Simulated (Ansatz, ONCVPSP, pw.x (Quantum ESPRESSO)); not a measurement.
Zr (Z = 40): does the ONCV potential hold in the solid?

```
Element                 : zirconium (Zr)
Generator               : ONCVPSP 4.0.1
Type                    : optimised norm-conserving Vanderbilt (ONCV)
Functional              : LDA (Perdew-Wang 92)
Relativity              : scalar-relativistic
Frozen core             : [Kr]
Valence charge          : 4
Reference configuration : 4d2 5s2
Partial waves           : 5s: rc 2.65 bohr, ncon 3, nbas 7, qcut 2.3 1/bohr, 1 projector; p scattering state at 0.22 Ha: rc 3.40 bohr, ncon 5, nbas 8, qcut 2 1/bohr, 2 projectors, debl 1.9 Ha; 4d: rc 3.10 bohr, ncon 3, nbas 7, qcut 5.9 1/bohr, 2 projectors, debl 0.5 Ha
Local potential         : polynomial inside 1.85 bohr (lpopt 1, dvloc0 3 Ha)
Core correction         : Teter function, fcfact 1.75, rcfact 1.7
```

In the p channel the program set the typed energies aside and used 0.050, 1.950 Ha.

Atomic tests: cutoffs needed: 10.0 Ha and 12 Ha (the cutoffs (Ha) at which the residual kinetic energy of the hardest occupied pseudo-wave falls to 1 and 0.1 mHa per electron); ghost test: no bound ghost flagged; GHOST(+) flagged for p at 69.6 eV; largest excitation error: -329 meV (all-electron minus pseudo) for 4d1 5s0, out of 4 test configurations.

Crystal test: fcc Zr in pw.x 7.5, no spin, 13³ k-points, Fermi–Dirac smearing 0.01 Ry, cutoffs 50/200 Ry. The reference is all-electron LAPW (Ansatz 0.2.0) with the same functional, mesh and smearing; V0 and B0 come from Birch–Murnaghan fits to the pressures at five volumes. Errors are pseudo minus all-electron; Δ is the rms difference of the E(V) curves that follow from these fits, minima aligned, over ±6 % about the mean V0. Mesh and smearing are coarse, so the numbers serve the comparison and aren't converged zero-temperature values; the lattice is a test structure that the element need not adopt.

```
V (Å³/atom)  P all-electron (GPa)  P pseudo (GPa)
     20.529                  5.71           14.04
     21.069                  2.78           10.71
     21.609                  0.14            7.68
     22.149                 -2.23            4.93
     22.689                 -4.36            2.43
```

All-electron: a0 = 4.424 Å (V0 = 21.64 Å³/atom), B0 = 99.5 GPa.

Pseudopotential: mean pressure error (GPa): +7.55. The pressure does not cross zero within the volumes sampled, so no fit is given. The largest radius (3.40 bohr) exceeds half the bond length (2.95 bohr), so the spheres overlap, which is one possible source of error among others. This is a poor potential for the solid.

Question: At the middle volume, how do free energy and pressure move when the wave cutoff is lowered (ecutrho kept at four times it)?

Answer:

```tsv
cutoff (Ry)	shift of F (meV/atom)	shift of P (GPa)
22	+13.1	-0.73
30	+0.6	-0.02
40	+0.2	-0.00
```

The run at the middle volume (84 k-points, 7 iterations) took about 7.7 s on one core of a shared host (Intel(R) Xeon(R) Platinum 8488C, 96 threads, 744 GiB, load 30).
